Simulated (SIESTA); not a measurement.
# Zn in SIESTA: convergence with basis size

Input of the first run (basis size SZ); the others differ in this setting and in those tied to it:

File Zn.fdf:

```
SystemName                      Zn
SystemLabel                     Zn
NumberOfSpecies                 1
NumberOfAtoms                   1
%block ChemicalSpeciesLabel
  1  30 Zn
%endblock ChemicalSpeciesLabel

LatticeConstant                 1.0 Ang
%block LatticeVectors
     0.0039870000     2.0045680000     1.9670160000
     1.9566530000    -0.0043170000     1.9753200000
     1.9274130000     1.9836310000     0.0249230000
%endblock LatticeVectors
AtomicCoordinatesFormat         Fractional
%block AtomicCoordinatesAndAtomicSpecies
    -0.0277730000     0.0115580000     0.0100190000  1  Zn
%endblock AtomicCoordinatesAndAtomicSpecies

%block kgrid.MonkhorstPack
    9   0   0  0.0
    0   9   0  0.0
    0   0   9  0.0
%endblock kgrid.MonkhorstPack
XC.Functional                   GGA
XC.Authors                      PBEsol
PAO.BasisSize                   SZ
PAO.EnergyShift                 0.003 Ry
Mesh.Cutoff                     800 Ry
OccupationFunction              FD
ElectronicTemperature           0.05 eV
MaxSCFIterations                120
SCF.MustConverge                false
SCF.Mixer.Method                Pulay
SCF.Mixer.Weight                0.25
SCF.Mixer.History               8
SCF.DM.Tolerance                5.0e-05
SCF.H.Tolerance                 1.0e-03 eV
WriteForces                     true
Charge.Mulliken                 end
```

Potentials or basis: PseudoDojo 0.4 standard (PBEsol files), SZ (energy shift 0.003 Ry).

The run is started by

```bash
$ siesta < Zn.fdf > Zn.out 2>&1
```

The cell isn't the ideal one: cell strained at random at fixed volume.

This isn't the form of Zn at room conditions, which is hcp.

Hardware: 1 thread of Arm Neoverse V2, with other jobs on the host.

| basis size | energy less the tightest run, at zero smearing (meV/atom) | pressure (GPa) | SCF cycles | CPU time (s) | peak memory (GiB) |
| --- | --- | --- | --- | --- | --- |
| SZ | 12660.14 | 79.97 | 3 | 2 | 0.14 |
| SZP | 1027.59 | -18.89 | 8 | 5 | 0.15 |
| DZ | 2284.34 | 3.18 | 9 | 4.6 | 0.15 |
| DZP | 114.76 | -7.41 | 8 | 6.9 | 0.16 |
| DZDP | 61.63 | -7.41 | 8 | 9.2 | 0.17 |
| TZP | 64.52 | -7.39 | 9 | 9.8 | 0.16 |
| TZDP | 15.45 | -7.98 | 9 | 13 | 0.17 |
| TZTP | 0.00 | -8.32 | 11 | 20 | 0.18 |

Not settled before the last step: the energy (to 1 meV/atom), the pressure (to 0.1 GPa). The tightest run that finished is the yardstick and may itself not be fully converged.

Caveat, for the tightest run too: short orbitals over semicore shells can move pressures by several GPa; the basis of atomic orbitals isn't converged, which shifts pressures, moduli and gaps.
